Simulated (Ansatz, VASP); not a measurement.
# Cross-check of GaSb between VASP and Ansatz

Wanted: the spread between two codes on one cell, functional and k mesh. The structure shown is the end of the Ansatz relaxation below.

Calculated with Ansatz 0.2.0; plane waves, with VASP 6.6.1 beside it; single point at PBEsol.

## Step 1: The structure

Symmetry: I-4m2, No. 119, tetragonal system. The conventional cell has a = 4.192 Å, b = 4.192 Å, c = 6.267 Å, α = 90.00°, β = 90.00°, γ = 90.00°. Nearest to Sb lie 4 Ga at 2.62 Å. Nearest to Ga lie 4 Sb at 2.62 Å. Farther neighbours are not listed.

## Step 2: Ansatz: relaxation, PBEsol

Ansatz runs on its PAW soft_1 files.

This run makes the geometry at which the two programs are then compared.

File input.yaml:

```yaml
crystal:
  lattice:
    - [4.19224591, 0.0, 0.0]
    - [0.0, 4.19224591, 0.0]
    - [0.0, 0.0, 6.222111692]
  atoms:
    - { symbol: Sb, position: [0.5, 0.0, 0.75] }
    - { symbol: Sb, position: [0.0, 0.5, 0.25] }
    - { symbol: Ga, position: [0.0, 0.0, 0.0] }
    - { symbol: Ga, position: [0.5, 0.5, 0.5] }
kpoints:
  mp_grid: { grid: [7, 7, 5] }
scf:
  occupations: { method: fermi_dirac, width: 0.02 }
hamiltonian:
  xc: pbesol
  pseudopotentials: { kind: paw, azcp: { folder: soft_1 }, xc_functional: pbe }
basis:
  ecutwfc: 600
output:
  forces: true
  stress: true
relax:
  f_tol: 0.005
  max_steps: 70
  cell: { stress_tol: 0.02, p_target: 0, fix: [a, b, alpha, beta, gamma] }
```

Launch:

```bash
> ansatz run input.yaml --threads 8 --pin off --max-ram 18432MiB --backend cpu --events-out ev --progress --plain --runs-dir out
```

Numbers of over 12 decimals in the logs are rounded to 6 here.

The program printed:

```text
Engine: ansatz 0.2.0, aarch64-unknown-linux-gnu
Pseudopotentials: kind: paw
Pseudopotential: Sb, paw, valence charge 15, recommended cutoff 420 eV (normal), soft_1/Sb.paw.azcp
Pseudopotential: Ga, paw, valence charge 13, recommended cutoff 420 eV (normal), soft_1/Ga.paw.azcp
Functional definition: PBEsol
  exchange = pbesol_x
  correlation = pbesol_c
Crystal: 4 atoms, lattice volume = 109.353 Å³
Basis set: ecut = 600 eV, 3661 PW (Γ), exchange–correlation on 72×72×100 points (8 copies of the dense FFT grid, shifted against one another)
Bands: 34, of which v1, the nominal top of the filled ones, is band 28 counted from 1 (27 counted from 0)
Symmetry: 16 space group operations
Space group: I-4m2 (ITA 119), of the structure as read, at distance tolerance 4.8e-5 Å
k-points: 30 of 245 (time reversal used)
Non-local potential: Sb, projectors of the file, l = 0: 2, l = 1: 2, l = 2: 2, l = 3: 1
Non-local potential: Ga, projectors of the file, l = 0: 2, l = 1: 2, l = 2: 3, l = 3: 1
PAW form: soft (Blöchl's): semilocal exchange-correlation on the pseudo side does not see the compensation charge
PAW frozen core: Sb, regenerated for the run's functional, and the local potential with it (the file was generated under x = pbe(κ = 0.804, μ = 0.219515), c = pbe(β = 0.066725))
PAW frozen core: Ga, regenerated for the run's functional, and the local potential with it (the file was generated under x = pbe(κ = 0.804, μ = 0.219515), c = pbe(β = 0.066725))
PAW one-centre angular grid: Sb, 590 points (default); XC on 64 Gauss nodes
PAW one-centre angular grid: Ga, 590 points (default); XC on 64 Gauss nodes
Initial density: superposition of atomic densities (chi_scale 0.1, normalization cell, long waves kept (reshape's long-wave potential 0.00 eV rms))
Initial wavefunctions: pseudopotential atomic-orbital guess
Functional: x = pbesol(κ = 0.804, μ = 0.123457), c = pbesol(β = 0.046)
SCF iter   1: F=—  HF=-20303.330229 eV  |F-HF|=—  |Δ(HF+E_count)|=         —  Δρ=3.29e-2  dr2=8.53e-1  ethr=3.10e-3  ⟨swp⟩=7.1  Hψ=4819  notcnv=0
preconditioner: auto → Resta (q_TF=auto, 2.440 Å⁻¹)  ε∞=3.3  [insulator: Δε(μ)=0.118 eV  Ē_g=14.166 eV  σ=0.020 eV  W_gap=0.89  n_scr=28 (ndim 8)  ℏωp=21.3 eV  f_vac=0.003  D(μ)=0.06/eV (n_scr^D=0)  ε∞_Penn≈3.3]
SCF iter   2: F=—  HF=-20303.216723 eV  |F-HF|=—  |Δ(HF+E_count)|=   1.14e-1  Δρ=1.91e-2  dr2=3.01e-1  ethr=1.52e-3  ⟨swp⟩=2.0  Hψ=1390  notcnv=0  defer=49
SCF iter   3: F=—  HF=-20303.160749 eV  |F-HF|=—  |Δ(HF+E_count)|=   5.60e-2  Δρ=1.91e-3  dr2=5.73e-3  ethr=5.37e-4  ⟨swp⟩=2.1  Hψ=1241  notcnv=0  defer=49
SCF iter   4: F=—  HF=-20303.162986 eV  |F-HF|=—  |Δ(HF+E_count)|=   2.24e-3  Δρ=8.96e-4  dr2=1.08e-3  ethr=1.02e-5  ⟨swp⟩=2.0  Hψ=1942  notcnv=0  defer=49
SCF iter   5: F=—  HF=-20303.164047 eV  |F-HF|=—  |Δ(HF+E_count)|=   1.06e-3  Δρ=7.03e-4  dr2=3.51e-4  ethr=1.93e-6  ⟨swp⟩=2.0  Hψ=1642  notcnv=0  defer=49
SCF iter   6: F=—  HF=-20303.163727 eV  |F-HF|=—  |Δ(HF+E_count)|=   3.19e-4  Δρ=1.52e-4  dr2=3.10e-5  ethr=6.27e-7  ⟨swp⟩=2.0  Hψ=1620  notcnv=0  defer=49
SCF iter   7: F=—  HF=-20303.163739 eV  |F-HF|=—  |Δ(HF+E_count)|=   1.16e-5  Δρ=4.62e-5  dr2=1.91e-6  ethr=5.54e-8  ⟨swp⟩=2.0  Hψ=1223  notcnv=0  defer=49
SCF iter   8: F=—  HF=-20303.163741 eV  |F-HF|=—  |Δ(HF+E_count)|=   2.31e-6  Δρ=1.62e-5  dr2=2.59e-7  ethr=3.42e-9  ⟨swp⟩=2.0  Hψ=1200  notcnv=0  defer=49
SCF iter   9: F=-20303.163742 eV  HF=-20303.163742 eV  |F-HF|=4.67e-9  |Δ(HF+E_count)|=   2.47e-7  Δρ=1.56e-6  dr2=2.93e-9  ethr=1.79e-10  ⟨swp⟩=5.0  Hψ=3616  notcnv=0
SCF 1 converged in 9 iterations: F = -20303.163742 eV  dr2 = 2.93e-9
  greatest PAW one-centre occupation: 0.996 electrons in one spin orbital (limit 2), on the Sb atom at site 1 (counted from 0), in its partial waves of l = 2
relax step   1: F+E_penalty+E_count = -20303.16374158 eV  Δ(F+E_penalty+E_count) = +0.000e0 eV  max|allowed force component| = 6.462e-17 eV/Å  Δτ_max = 0.0000 Å  P = +2.395 GPa  Ω = 109.353 Å³  fix = [a, b, alpha, beta, gamma]  reactions: a +3.244, b +3.244 GPa  (9 SCF iters, dr2 threshold 1.00e-7 eV, accepted)
[...]
relax step   2: F+E_penalty+E_count = -20303.16525580 eV  Δ(F+E_penalty+E_count) = -1.514e-3 eV  max|allowed force component| = 5.922e-17 eV/Å  Δτ_max = 0.0000 Å  P = +1.819 GPa  Ω = 110.376 Å³  energy of the carried Pulay correction = -1.172e-5 eV  fix = [a, b, alpha, beta, gamma]  reactions: a +2.834, b +2.834 GPa  (5 SCF iters, dr2 threshold 4.00e-7 eV, accepted)
[...]
relax step   3: F+E_penalty+E_count = -20303.16541947 eV  Δ(F+E_penalty+E_count) = -1.637e-4 eV  max|allowed force component| = 4.337e-17 eV/Å  Δτ_max = 0.0000 Å  P = +1.948 GPa  Ω = 110.138 Å³  energy of the carried Pulay correction = -9.011e-6 eV  fix = [a, b, alpha, beta, gamma]  reactions: a +2.925, b +2.925 GPa  (4 SCF iters, dr2 threshold 1.12e-7 eV, accepted)
[...]
relax step   4: F+E_penalty+E_count = -20303.16542859 eV  Δ(F+E_penalty+E_count) = -9.121e-6 eV  max|allowed force component| = 4.597e-17 eV/Å  Δτ_max = 0.0000 Å  P = +1.948 GPa  Ω = 110.138 Å³  fix = [a, b, alpha, beta, gamma]  reactions: a +2.925, b +2.925 GPa  stress off target by 5.26e-3 GPa on what of the cell is left free  SCF on the basis re-selected at this cell (its energy is not comparable with the rows above)  (7 SCF iters)
basis re-selected at this cell: Δ(F+E_penalty+E_count) = -9.121e-6 eV, ΔP = +0.000 GPa vs the last step (what re-selecting the basis moved, of the pressure what is left beyond the Pulay correction that the steps carried, after the strain that the cell walked since its last selection, with what the two solves' SCF thresholds leave and, on support functions, any second-order correction that the steps lacked; it is no measure of the basis error at this ecutwfc). The dense FFT grid was sized anew with the basis: this SCF ran on 36×36×54 points, the steps before it on 36×36×50, so part of this shift can come from that change (see relax.cell in the input reference). [rest of the remark cut]
SCF converged after 7 iterations
Free energy (F): -20303.165429 eV
Harris-Foulkes:  -20303.165429 eV  (|F-HF|=0.00e0)
Internal energy: -20303.165330 eV  (E = F + TS)
E sigma→0 (E₀):  -20303.165380 eV
Entropy (-TS):   -0.000098 eV (-0.025 meV/atom)
Fermi energy:    8.382028 eV
--- Per-component energies (eV) ---
  E_band       = -498.475185
  E_kinetic    = 553.362677
  E_local      = -6655.115612  (includes V_loc(G=0)·N_el)
  E_nonlocal   = 600.625309
  E_hartree    = 3415.121483
  E_xc         = -321.556554
  E_vxc        = -293.228512  (∫ρ·V_xc dr)
  E_paw        = -12842.843389  (= ΣΔE_a)
  E_vpaw       = -1534.362043  (= ΣTr[D̂ρ^β])
  E_aug_tail   = 0.000005  (compensation charges beyond the density's cutoff)
  E_ewald      = -5055.148919
  E_core_change = 2.389668  (= ΣΔE_core)
  E_smearing   = -0.000098  (= −TS)
  E_closure    = 0.000000  (closes the sum)
  Σ components = -20303.165429   (vs F -20303.165429, Δ=0.00e0)
--- Forces (eV/Å), atoms counted from 1 ---
  atom   1  Sb    -0.00000000     0.00000000     0.00000000
  atom   2  Sb    -0.00000000     0.00000000     0.00000000
  atom   3  Ga     0.00000000     0.00000000     0.00000000
  atom   4  Ga     0.00000000     0.00000000     0.00000000
  max |Σ_I F_I| component: 1.77e-16 eV/Å
--- Stress (GPa, compression-positive) ---
        2.924535       0.000000      -0.000000
        0.000000       2.924535       0.000000
       -0.000000      -0.000000      -0.005264
  P = ⅓ Tr σ = 1.9479 GPa (19.479 kbar)
--- Relaxed structure (3 steps of the walk, 3 accepted, 1 SCFs on fresh bases) ---
  F+E_penalty+E_count = -20303.16542859 eV   max|allowed force component| = 4.597e-17 eV/Å   (the final SCF, on the basis selected at the relaxed cell)
  cell:  # Å, volume = 110.1382 Å³
    - [4.19224591, 0, 0]
    - [0, 4.19224591, 0]
    - [0, 0, 6.266778]
  atoms:
    - { symbol: Sb, position: [0.5, 0, 0.750000] }
    - { symbol: Sb, position: [0, 0.5, 0.25] }
    - { symbol: Ga, position: [0, 0, 0] }
    - { symbol: Ga, position: [0.5, 0.5, 0.5] }
```

## Step 3: VASP: single point, PBEsol, pair 1

The same cell, functional, mesh and smearing now go to VASP, with its own data sets.

Lines of VASP's logs that name or quote its potential files are left out, and so is its time.

File INCAR:

```
SYSTEM = GaSb
PREC = Accurate
ENCUT = 500
EDIFF = 1E-06
NELM = 120
ISMEAR = -1
SIGMA = 0.02
LREAL = .FALSE.
ALGO = Normal
GGA = PS
NBANDS = 24
LORBIT = 11
LWAVE = .FALSE.
LCHARG = .FALSE.
ISIF = 2
LASPH = .TRUE.
GGA_COMPAT = .FALSE.
EFERMI = MIDGAP
KPAR = 2
```

File POSCAR:

```
GaSb
1.0
    4.1922459100      0.0000000000      0.0000000000
    0.0000000000      4.1922459100      0.0000000000
    0.0000000000      0.0000000000      6.2667775504
Sb Ga
2 2
Direct
    0.5000000000      0.0000000000      0.7500000000
    0.0000000000      0.5000000000      0.2500000000
    0.0000000000      0.0000000000      0.0000000000
    0.5000000000      0.5000000000      0.5000000000
```

File KPOINTS:

```
Automatic mesh
0
Gamma
7 7 5
0 0 0
```

PAW data sets: Sb and Ga_d (PBE family, release 64).

Launch:

```bash
> mpirun -np 2 vasp_std
```

The program printed:

```text
[banner, memory and clock lines left out]
running    2 mpi-ranks, on    1 nodes
 distrk:  each k-point on    1 cores,    2 groups
 distr:  one band on    1 cores,    1 groups

 POSCAR found type information on POSCAR SbGa
 POSCAR found :  2 types and       4 ions
|                                                                             |
|               ----> ADVICE to this user running VASP <----                  |
|                                                                             |
|     You enforced a specific xc type in the INCAR file but a different       |
|     [... a line on the potential file left out ...]
|     I HOPE YOU KNOW WHAT YOU ARE DOING!                                     |
|                                                                             |

 LDA part: xc-table for (Slater+PW92), standard interpolation
 POSCAR, INCAR and KPOINTS ok, starting setup
 FFT: planning ... GRIDC
 FFT: planning ... GRID_SOFT
 FFT: planning ... GRID
 WAVECAR not read
 entering main loop
       N       E                     dE             d eps       ncg     rms          rms(c)
DAV:   1     0.224475219214E+03    0.22448E+03   -0.16466E+04  1464   0.187E+03
DAV:   2     0.541158123231E+01   -0.21906E+03   -0.21457E+03  1672   0.428E+02
DAV:   3    -0.159141404671E+02   -0.21326E+02   -0.21221E+02  1760   0.112E+02
DAV:   4    -0.164389672453E+02   -0.52483E+00   -0.52462E+00  1640   0.200E+01
DAV:   5    -0.164538260597E+02   -0.14859E-01   -0.14858E-01  1880   0.307E+00    0.469E+00
DAV:   6    -0.162926103444E+02    0.16122E+00   -0.21584E-01  2056   0.683E+00    0.274E+00
DAV:   7    -0.162350600049E+02    0.57550E-01   -0.12783E-01  1672   0.276E+00    0.459E-01
DAV:   8    -0.162356798610E+02   -0.61986E-03   -0.19330E-02  1792   0.174E+00    0.123E-01
DAV:   9    -0.162360721608E+02   -0.39230E-03   -0.14678E-03  1640   0.405E-01    0.369E-02
DAV:  10    -0.162360996955E+02   -0.27535E-04   -0.21575E-04  1816   0.198E-01    0.128E-02
DAV:  11    -0.162361161589E+02   -0.16463E-04   -0.37681E-05  2024   0.435E-02    0.435E-03
DAV:  12    -0.162361186360E+02   -0.24771E-05   -0.38151E-06  1496   0.105E-02    0.205E-03
DAV:  13    -0.162361186447E+02   -0.86548E-08   -0.23041E-07  1000   0.570E-03
   1 F= -.16236119E+02 E0= -.16236077E+02  d E =-.838641E-04
```

OUTCAR, selected parts (step 3):

```text
ion  position               nearest neighbor table
   1  0.500  0.000  0.750-   3 2.62   4 2.62   4 2.62   3 2.62
   2  0.000  0.500  0.250-   3 2.62   4 2.62   3 2.62   4 2.62
   3  0.000  0.000  0.000-   1 2.62   2 2.62   2 2.62   1 2.62
   4  0.500  0.500  0.500-   1 2.62   2 2.62   1 2.62   2 2.62

  LATTYP: Found a simple tetragonal cell.
 ALAT       =     4.1922459100
 C/A-ratio  =     1.4948497023

 Subroutine GETGRP returns: Found  8 space group operations
 (whereof  8 operations were pure point group operations)

The static configuration has the point symmetry D_2d.

 Found     30 irreducible k-points:

   k-points           NKPTS =     30   k-points in BZ     NKDIM =     30   number of bands    NBANDS=     24

   dimension x,y,z NGX =    32 NGY =   32 NGZ =   48
   dimension x,y,z NGXF=    64 NGYF=   64 NGZF=   96

   ENCUT  =  500.0 eV  36.75 Ry    6.06 a.u.   7.64  7.64 11.43*2*pi/ulx,y,z

   NELECT =      36.0000    total number of electrons

 k-points in reciprocal lattice and weights: Automatic mesh
   0.00000000  0.00000000  0.00000000       0.004
   0.14285714  0.00000000  0.00000000       0.016
   0.28571429  0.00000000  0.00000000       0.016
   0.42857143  0.00000000  0.00000000       0.016
   0.14285714  0.14285714  0.00000000       0.016
   0.28571429  0.14285714  0.00000000       0.033
   0.42857143  0.14285714  0.00000000       0.033
   0.28571429  0.28571429  0.00000000       0.016
   0.42857143  0.28571429  0.00000000       0.033
[...]
0.42857143  0.28571429  0.40000000       0.065
   0.42857143  0.42857143  0.40000000       0.033

 average (electrostatic) potential at core
       1 -87.1219       2 -87.1219       3 -65.2128       4 -65.2128

 E-fermi :   5.3264

 k-point     1 :       0.0000    0.0000    0.0000
  band No.  band energies     occupation
    ...
     14       2.6518      2.00000
     15       2.6518      2.00000
     16       4.8931      2.00000
     17       5.2559      1.94281
     18       5.2559      1.94281
     19       5.3813      0.12071
     20       6.2251      0.00000
     21       6.4686      0.00000
     22       7.8451      0.00000
     23       7.8451      0.00000
    ...

 k-point     2 :       0.1429    0.0000    0.0000
  band No.  band energies     occupation
    ...
     14       1.9302      2.00000
     15       2.7898      2.00000
     16       3.4078      2.00000
     17       4.3499      2.00000
     18       5.1837      1.99841
     19       6.4663      0.00000
     20       6.4885      0.00000
     21       7.6331      0.00000
     22       7.8925      0.00000
     23       7.9976      0.00000
    ...

 k-point     3 :       0.2857    0.0000    0.0000
  band No.  band energies     occupation
    ...
     14       1.1762      2.00000
     15       1.5594      2.00000
     16       3.1764      2.00000
     17       3.1834      2.00000
     18       4.9133      2.00000
     19       6.8268      0.00000
     20       7.0177      0.00000
     21       8.3384      0.00000
     22       8.4641      0.00000
     23      10.0328      0.00000
    ...

  Total        2.0693288      2.0693288      0.0528828      0.0000000      0.0000000      0.0000000
  in kB       30.1024824     30.1024824      0.7692845      0.0000000      0.0000000      0.0000000
  external PRESSURE =      20.3247497 kB  Pullay stress =       0.0000000 kB

  energy-cutoff  :      500.00
  volume of cell :      110.14
      direct lattice vectors                 reciprocal lattice vectors
     4.192245910  0.000000000  0.000000000     0.238535625  0.000000000  0.000000000
     0.000000000  4.192245910  0.000000000     0.000000000  0.238535625  0.000000000
     0.000000000  0.000000000  6.266777550     0.000000000  0.000000000  0.159571645

 POSITION                                       TOTAL-FORCE (eV/Angst)
 -----------------------------------------------------------------------------------
      2.09612      0.00000      4.70008        -0.000000     -0.000000      0.000000
      0.00000      2.09612      1.56669        -0.000000     -0.000000      0.000000
      0.00000      0.00000      0.00000        -0.000000      0.000000      0.000000
      2.09612      2.09612      3.13339         0.000000      0.000000     -0.000000
 -----------------------------------------------------------------------------------
    total drift:                                0.000000      0.000000     -0.000000

  FREE ENERGIE OF THE ION-ELECTRON SYSTEM (eV)
  ---------------------------------------------------
  free  energy   TOTEN  =       -16.2361186447 eV

  energy  without entropy=      -16.2360347806  energy(sigma->0) =      -16.23607671

 total charge
# of ion       s       p       d       tot
------------------------------------------
    1        1.127   1.361   0.030   2.518
    2        1.127   1.361   0.030   2.518
    3        0.908   0.801   9.967  11.676
    4        0.908   0.801   9.967  11.676
--------------------------------------------------
tot          4.070   4.323  19.994  28.387

[... 3 further parts left out ...]
```

The run ends at a pressure of 2.03 GPa.

## Step 4: Comparison

Known differences besides the potentials themselves: the data sets hold 56 valence electrons in Ansatz (on its PAW soft_1 files) and 36 in VASP; the cutoff is 600 eV in Ansatz and 500 eV in VASP; Ansatz makes its cores anew for this functional, VASP keeps those of its PBE data sets; Ansatz's pressure holds a Pulay correction, VASP's none. Total energies have different zeros and are not compared.

Compared:

```
              quantity  Ansatz   VASP  difference
        pressure (GPa)    1.95   2.03       -0.08
gap on the k mesh (eV)   0.117  0.125      -0.009
```

A gap on the mesh is an upper bound, since the band edges may lie between its points.

## Step 5: Ansatz: relaxation, PBEsol

This run makes the geometry at which the two programs are then compared. The cell compared in this pair holds 111.46 Å³, against 110.14 Å³ for the pair before.

The structure compared here is the end of the Ansatz relaxation.

Edit input.yaml of step 2 so:

```diff
@@ -2,5 +2,5 @@
   lattice:
-    - [4.19224591, 0.0, 0.0]
-    - [0.0, 4.19224591, 0.0]
-    - [0.0, 0.0, 6.222111692]
+    - [4.23546494, 0.0, 0.0]
+    - [0.0, 4.23546494, 0.0]
+    - [0.0, 0.0, 6.185439128]
   atoms:
```

Launch:

```bash
> ansatz run input.yaml --threads 8 --pin off --max-ram 18432MiB --backend cpu --events-out ev --progress --plain --runs-dir out
```

The program printed:

```text
[...]
Crystal: 4 atoms, lattice volume = 110.962 Å³
Basis set: ecut = 600 eV, 3669 PW (Γ), exchange–correlation on 72×72×100 points (8 copies of the dense FFT grid, shifted against one another)
Bands: 34, of which v1, the nominal top of the filled ones, is band 28 counted from 1 (27 counted from 0)
Symmetry: 16 space group operations
[...]
0.000000      -0.000000      -0.002405
  P = ⅓ Tr σ = 1.2657 GPa (12.657 kbar)
--- Relaxed structure (3 steps of the walk, 3 accepted, 1 SCFs on fresh bases) ---
[...]
cell:  # Å, volume = 111.4575 Å³
    - [4.23546494, 0.0, 0]
    - [0.0, 4.23546494, 0]
    - [0, 0, 6.213084]
  atoms:
    - { symbol: Sb, position: [0.5, 0, 0.750000] }
    - { symbol: Sb, position: [0, 0.5, 0.250000] }
    - { symbol: Ga, position: [0, 0, 0] }
    - { symbol: Ga, position: [0.5, 0.5, 0.500000] }
[key lines of the parts left out:]
SCF converged after 7 iterations
Free energy (F): -20303.199578 eV
Fermi energy:    8.163302 eV
```

(Continued in part 2 of 2.)

[Lines on the potential files, build, host, timing and source positions are cut from VASP's logs without a mark.]

[Logs are printed without paths, hosts, clocks, repeated set-up lines and the standing remarks that a program may print on its own settings, such as how far it seeks lower states.]

[Hosts, paths, dates, database ids (printed as entryN), source tags and the programs' standing remarks are cut or masked in the printed files.]
